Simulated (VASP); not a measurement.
Input of a VASP 6.6.1 run:

The input INCAR:

```
  PREC = Accurate
  ENCUT = 600
  EDIFF = 1E-6
  ISMEAR = 1
  SIGMA = 0.1
  LREAL = False
  LASPH = True
  NELM = 80
  ALGO = Normal
  ISIF = 3
  LWAVE = False
  LCHARG = False
  GGA = PS
  IBRION = 2
  NSW = 90
  EDIFFG = -0.01
```

KPOINTS

```
Automatic mesh
0
Gamma
  15 15 6
```

File POSCAR:

```
TaS2
1.0
    3.3500000000      0.0000000000      0.0000000000
   -1.6750000000      2.9011851027      0.0000000000
    0.0000000000      0.0000000000      5.8600000000
Ta S
1 2
Direct
    0.0000000000      0.0000000000      0.0000000000
    0.3333333333      0.6666666667      0.2500000000
    0.6666666667      0.3333333333      0.7500000000
```

Potentials or basis: VASP PAW PBE potentials, release 64 (Ta_pv, S).

The run is started by

```console
$ cat potpaw_PBE.64/Ta_pv/POTCAR potpaw_PBE.64/S/POTCAR > POTCAR
$ mpirun -np 1 vasp_std > vasp.out
```

Task: What does it give for the space group after relaxing (to 0.05 Å)?

Result: P-3m1 (No. 164).

Task: What does it give for the band gap on the k mesh?

Result: None (metal or under the smearing width).

Task: Predict the relaxed cell.

Result: a = 3.317 Å, b = 3.317 Å, c = 5.946 Å, α = 90.00°, β = 90.00°, γ = 120.00°.

The path:
```csv
step,energy change (eV),largest force (eV/Å),pressure (GPa),volume (Å³)
1,0.0000,1.0264,4.55,56.95
2,0.0733,1.1374,-9.19,61.50
3,-0.0517,0.1047,-1.51,58.68
4,-0.0517,0.1280,-1.37,58.63
5,-0.0675,0.0355,-0.49,57.82
6,-0.0685,0.0058,-0.20,57.56
7,-0.0684,0.0038,-0.18,57.54
8,-0.0685,0.0612,0.22,57.37
9,-0.0685,0.0405,0.09,57.43
10,-0.0687,0.0415,0.06,57.40
11,-0.0690,0.0462,0.00,57.28
12,-0.0689,0.0541,-0.10,57.05
13,-0.0690,0.0494,-0.03,57.19
14,-0.0692,0.0311,-0.12,57.14
15,-0.0694,0.0234,-0.35,56.99
16,-0.0695,0.0181,-0.24,56.89
17,-0.0696,0.0064,-0.02,56.68
18,-0.0696,0.0063,-0.02,56.67
19,-0.0696,0.0056,-0.03,56.66
20,-0.0696,0.0018,0.02,56.66
```

Caveat: the PAW data sets were made with another functional, which shifts forces and pressure a little; this functional lacks dispersion, which binds the layers, so the pressure and a relaxed spacing across them are unreliable. Spin-orbit coupling is left out, which matters for the levels of Ta.
